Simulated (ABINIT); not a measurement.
PbS (Galena), 2 atoms in the cell. It takes space group Fm-3m (No. 225, cubic). Conventional cell: a = 5.931 Å, b = 5.931 Å, c = 5.931 Å, α = 90.00°, β = 90.00°, γ = 90.00°. Pb (site symmetry m-3m) has 6 S at 2.97 Å as nearest neighbours. S (site symmetry m-3m) has 6 Pb at 2.97 Å as nearest neighbours. 

```yaml
Program: ABINIT 10.8.3 (patched build)
Task: GW quasiparticle levels
Functional: PBEsol
Potentials_or_basis: PseudoDojo NC SR PBEsol v0.4.1 standard
Cutoff: 653 eV
k_mesh: 4 × 4 × 4
Occupations: fixed
Spin: no spin polarisation
Cutoff_of_the_screening_Ha: 6
Bands_in_the_sums: 48
Wave-function_cutoff_in_the_screening_Ha: 16
Iterations: 3
Scheme: scCOHSEX+G0W0
Bands_updated: 18
Frequency_treatment: Godby-Needs plasmon pole
```

Potentials or basis: PseudoDojo NC SR PBEsol v0.4.1 standard.

Command:

```console
$ abinit run.abi > log 2>&1
```

Hardware: 1 thread of Arm Neoverse V1, with other jobs on the host.

How long does it take, and how much memory?

It took 22 min on 1 thread of Arm Neoverse V1 (shared host), peak memory 0.33 GiB. Counts: scf iterations 33, mpi ranks 1, k points 8, bands 52, plane waves 2006.
